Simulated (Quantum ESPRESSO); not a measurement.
A calculation with Quantum ESPRESSO 7.5 of Ce (native input, structure typed inline):

pw.in

```
&CONTROL
  calculation = 'scf'
  prefix = 'pwscf'
  outdir = './tmp'
  pseudo_dir = './pseudo'
  tprnfor = .true.
  tstress = .true.
  disk_io = 'low'
/
&SYSTEM
  ibrav = 0
  nat = 1
  ntyp = 1
  ecutwfc = 55
  ecutrho = 440
  nbnd = 15
  input_dft = 'pbesol'
  occupations = 'smearing'
  smearing = 'fd'
  degauss = 0.00367493
  nspin = 2
  starting_magnetization(1) = 0.0833
/
&ELECTRONS
  conv_thr = 2d-10
  electron_maxstep = 120
  mixing_beta = 0.3
/
ATOMIC_SPECIES
Ce   140.1160 Ce.paw.z_12.atompaw.wentzcovitch.v1.2.upf
CELL_PARAMETERS angstrom
  -1.9432985503    1.9432985503    1.9432985503
   1.9432985503   -1.9432985503    1.9432985503
   1.9432985503    1.9432985503   -1.9432985503
ATOMIC_POSITIONS crystal
Ce     0.0000000000    0.0000000000    0.0000000000
K_POINTS automatic
10 10 10 0 0 0
```

pp_density.in

```
&INPUTPP
  prefix = 'pwscf'
  outdir = './tmp'
  filplot = 'density.dat'
  plot_num = 0
/
&PLOT
  nfile = 1
  filepp(1) = 'density.dat'
  iflag = 3
  output_format = 6
  fileout = 'density.cube'
/
```

pp_potential.in

```
&INPUTPP
  prefix = 'pwscf'
  outdir = './tmp'
  filplot = 'potential.dat'
  plot_num = 11
/
&PLOT
  nfile = 1
  filepp(1) = 'potential.dat'
  iflag = 3
  output_format = 6
  fileout = 'potential.cube'
/
```

The input pp_spin.in:

```
&INPUTPP
  prefix = 'pwscf'
  outdir = './tmp'
  filplot = 'spin.dat'
  plot_num = 6
/
&PLOT
  nfile = 1
  filepp(1) = 'spin.dat'
  iflag = 3
  output_format = 6
  fileout = 'spin.cube'
/
```

Potentials or basis: SSSP 1.3 efficiency PBE.

Command:

```console
$ OMP_NUM_THREADS=1 mpirun -n 2 pw.x -nk 2 -in pw.in > pw.out
$ OMP_NUM_THREADS=1 mpirun -n 1 pp.x -in pp_density.in > pp_density.out
$ OMP_NUM_THREADS=1 mpirun -n 1 pp.x -in pp_potential.in > pp_potential.out
$ OMP_NUM_THREADS=1 mpirun -n 1 pp.x -in pp_spin.in > pp_spin.out
```

This isn't the form of Ce at room conditions, which is fcc.

Task: Write the same calculation in another form: ASE script, structure from a POSCAR.

Result: As run:

Contents of run.py:

```python
import numpy as np
from ase.calculators.espresso import Espresso, EspressoProfile
from ase.io import read

atoms = read('POSCAR')
atoms.set_initial_magnetic_moments([1.0])

input_data = {
    'control': {'calculation': 'scf', 'prefix': 'pwscf', 'outdir': './tmp', 'tprnfor': True, 'tstress': True, 'disk_io': 'nowf'},
    'system': {'ecutwfc': 55.0, 'ecutrho': 440.0, 'nbnd': 15, 'input_dft': 'pbesol', 'occupations': 'smearing', 'smearing': 'fd', 'degauss': 0.00367493, 'nspin': 2},
    'electrons': {'conv_thr': 2e-10, 'electron_maxstep': 120, 'mixing_beta': 0.3},
}
pseudopotentials = {'Ce': 'Ce.paw.z_12.atompaw.wentzcovitch.v1.2.upf'}
profile = EspressoProfile(command='mpirun -n 2 pw.x -nk 2', pseudo_dir='pseudo')
dft = Espresso(profile=profile, input_data=input_data, pseudopotentials=pseudopotentials, kpts=(10, 10, 10), koffset=(0, 0, 0))
atoms.calc = dft

print(f'energy {atoms.get_potential_energy():.8f} eV')
print('forces (eV/A)')
print(np.round(atoms.get_forces(), 6))
print('stress (eV/A^3, Voigt)')
print(np.round(atoms.get_stress(), 8))
print(f'Fermi level {dft.get_fermi_level():.4f} eV')
```

POSCAR

```
Ce
1.0
   -1.9432985503      1.9432985503      1.9432985503
    1.9432985503     -1.9432985503      1.9432985503
    1.9432985503      1.9432985503     -1.9432985503
Ce
1
Direct
    0.0000000000      0.0000000000      0.0000000000
```

Potentials or basis: SSSP 1.3 efficiency PBE.

The run is started by

```sh
$ OMP_NUM_THREADS=1 python run.py
```

Both were run:

|  | native input, structure typed inline | ASE script, structure from a POSCAR |
| --- | --- | --- |
| Pressure | -4.3 GPa | -4.3 GPa |
| Band gap on the k mesh | none (metal or under the smearing width) | none (metal or under the smearing width) |
| Net moment | 0.79 μB per cell | 0.79 μB per cell |
| Absolute moment | 0.79 μB per cell | 0.79 μB per cell |
| Site moments | Ce +0.66 μB | Ce +0.66 μB |
| Valence electrons inside the program's atomic spheres | Ce 10.11 | Ce 10.11 |

Keys that steer only the numerical path or the files written may differ.

Caveat: the potentials were made for another functional, which shifts forces and pressure; the magnetic or orbital state may not be the lowest; spin-orbit coupling is left out, which moves the levels of the heavy elements.
